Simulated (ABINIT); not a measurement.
Wanted: the native input for an ABINIT 10.8.3 (patched build) run.

* Task: band structure
* Functional: AM05
* Potentials or basis: JTH PAW PBE v2.0
* Cutoff: 707 eV
* k mesh: 8 × 8 × 8
* Occupations: fermi-dirac, width 0.05 eV
* Spin: no spin polarisation
* Fine-grid cutoff: 1306.15 eV

InAs:

```
In As
1.0
     0.00000    2.87730    2.87730
     2.87730    0.00000    2.87730
     2.87730    2.87730    0.00000
In As
1 1
Direct
  0.50000 0.50000 0.50000
  0.00000 0.00000 0.00000
```

Measurements of this composition are mostly on another form, of space group No. 216.

These files were run (other wordings do the same):

run.abi

```
ndtset 2

pp_dirpath "./"
pseudos "In.GGA_PBE-JTH.xml, As.GGA_PBE-JTH.xml"

acell 3*1.0 Angstrom
rprim
     0.0000000000     2.8773040000     2.8773040000
     2.8773040000     0.0000000000     2.8773040000
     2.8773040000     2.8773040000     0.0000000000
ntypat 2
znucl 49 33
natom 2
typat 1 2
xred
     0.5000000000     0.5000000000     0.5000000000
     0.0000000000     0.0000000000     0.0000000000

ecut 26.0
pawecutdg 48.0
pawxcdev 0

ixc -120135

occopt 3
tsmear 0.05 eV

nstep 100

iomode 3
prtwf 0
prteig 0
prtebands 0
enunit 1
prtden1 1

kptopt1 1
ngkpt1 8 8 8
nshiftk1 1
shiftk1 0.0 0.0 0.0
nband1 18
tolvrs1 1.0e-9

iscf2 -2
getden2 1
nband2 24
nbdbuf2 4
tolwfr2 1.0e-11
kptopt2 -9
ndivsm2 6
prteig2 1
kptbounds2
     0.0000000000     0.0000000000     0.0000000000
     0.5000000000     0.0000000000     0.5000000000
     0.5000000000     0.2500000000     0.7500000000
     0.3750000000     0.3750000000     0.7500000000
     0.0000000000     0.0000000000     0.0000000000
     0.5000000000     0.5000000000     0.5000000000
     0.6250000000     0.2500000000     0.6250000000
     0.5000000000     0.2500000000     0.7500000000
     0.5000000000     0.5000000000     0.5000000000
     0.3750000000     0.3750000000     0.7500000000
```

Potentials or basis: JTH PAW PBE v2.0.

Run with:

```sh
$ abinit run.abi > log 2>&1
```

Results of the run:

```
Pressure                                              : -3.5 GPa
Band gap on the k mesh                                : none (metal or under the smearing width)
Valence electrons inside the program's atomic spheres : In 11.10; As 12.60
```

Caveat: the PAW data sets were made with another functional, which shifts forces and pressure a little; spin-orbit coupling is left out, which moves the levels of the heavy elements.

It took 2.3 min on 1 thread of Arm Neoverse V1, with other jobs on the host, peak memory 0.18 GiB.
